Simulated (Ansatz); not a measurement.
## SnO: frozen-core PAW against all-electron methods

```yaml
crystal:
  lattice:
    - [0.00000, 2.73759, 2.73759]
    - [2.73759, 0.00000, 2.73759]
    - [2.73759, 2.73759, 0.00000]
  atoms:
    - { symbol: Sn, position: [0.00000, 0.00000, 0.00000] }
    - { symbol: O, position: [0.25000, 0.25000, 0.25000] }
```

Atoms are numbered in the order listed.

The structure comes from a relaxation in the same program, started in the zincblende type, and has space group F-43m. Whether it is a known phase or the ground state wasn't checked.

Spin–orbit coupling is left out, though it moves levels of the heavy atoms by tenths of an eV or more.

Methods: DFT, PBEsol, PAW with Ansatz's default frozen-core files, scalar-relativistic (Ansatz 0.2.0); DFT, PBEsol, all-electron LAPW, scalar-relativistic (Ansatz 0.2.0).

For PAW: a Γ-centred 12×12×12 k mesh, Fermi–Dirac smearing of 0.08 eV, cutoff 420 eV, no spin polarisation; the PAW files were made with PBE, and the program remakes their frozen cores for this functional. LAPW targets a basis error of 1 meV/atom. The Ansatz runs share mesh, smearing and spin set-up. Plane-wave (PAW) pressures include the program's estimate of the Pulay term.

Stress and pressure are positive in compression.

Levels count from the Fermi level.

```csv
quantity,PAW,LAPW
pressure (GPa),-3.33,-3.34
highest filled level at X (eV),-0.163,-0.163
lowest empty level at X (eV),5.137,5.137
highest filled level at U (eV),-0.332,-0.332
lowest empty level at U (eV),0.791,0.791
highest filled level at Γ (eV),-3.463,-3.463
lowest empty level at Γ (eV),4.400,4.398
```

PAW's pressure differs from the LAPW value by about 0.01 GPa or less.
